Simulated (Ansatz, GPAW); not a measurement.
GaAs: 3 runs at one level of theory

```
As Ga
1.0
     0.00000    2.82685    2.82685
     2.82685    0.00000    2.82685
     2.82685    2.82685    0.00000
As Ga
1 1
Direct
  0.75000 0.75000 0.75000
  0.00000 0.00000 0.00000
```

Alike in all runs: task single point; functional PBE; k mesh 8 × 8 × 8; occupations gaussian, width 0.05 eV; no spin polarisation; no spin-orbit coupling. Pressure is positive in compression and, in plane waves, holds the error of the finite cutoff, which Ansatz's Pulay term estimates and takes out.

| program and potentials | plane-wave cutoff (eV) | notes | band gap (eV) | pressure (GPa) |
| --- | --- | --- | --- | --- |
| Ansatz, Ansatz PAW | 420 | 14 valence electrons an atom on average; Pulay term of +0.03 GPa included | 0.52 | 3.27 |
| Ansatz, all-electron LAPW, scalar-relativistic | - | - | 0.52 | 3.27 |
| GPAW, GPAW PAW data sets (gpaw-data 1.2.1) | 600 | 4 valence electrons an atom on average | 0.59 | 4.33 |

The band gap spans 0.52 (Ansatz, Ansatz PAW) to 0.59 eV (GPAW, GPAW PAW data sets (gpaw-data 1.2.1)), with all-electron results at 0.52. The pressure spans 3.27 (Ansatz, Ansatz PAW) to 4.33 GPa (GPAW, GPAW PAW data sets (gpaw-data 1.2.1)), with all-electron results at 3.27. Spin-orbit coupling, left out here, moves the band edges of heavy atoms.

Differences between rows come from potentials, basis sets and numerical settings, since the functional is the same but for its coding. Runs on potential files found faulty are left out.

All three runs put GaAs under compression in a cell close to the measured one, so PBE would favour a larger volume, in line with its usual underbinding of semiconductors with heavier atoms. The gap falls well short of experiment, chiefly because a semilocal functional lacks the derivative discontinuity. Expanding the cell to relieve the pressure would narrow it further, since the antibonding s-like conduction edge at Γ drops as the bonds lengthen.

The Ansatz PAW run reproduces the all-electron gap and pressure, while GPAW gives higher values of both. Its smaller valence count leaves the 3d shells in the frozen core, which probably accounts for much of the difference: without explicit coupling between Ga 3d and As 4p states, the valence-band edge is pushed up less and the gap stays wider. The frozen shells also cannot respond to the bonding environment, which may affect the pressure. A GPAW run with the 3d electrons in the valence would be needed to separate this effect from other features of the data sets.
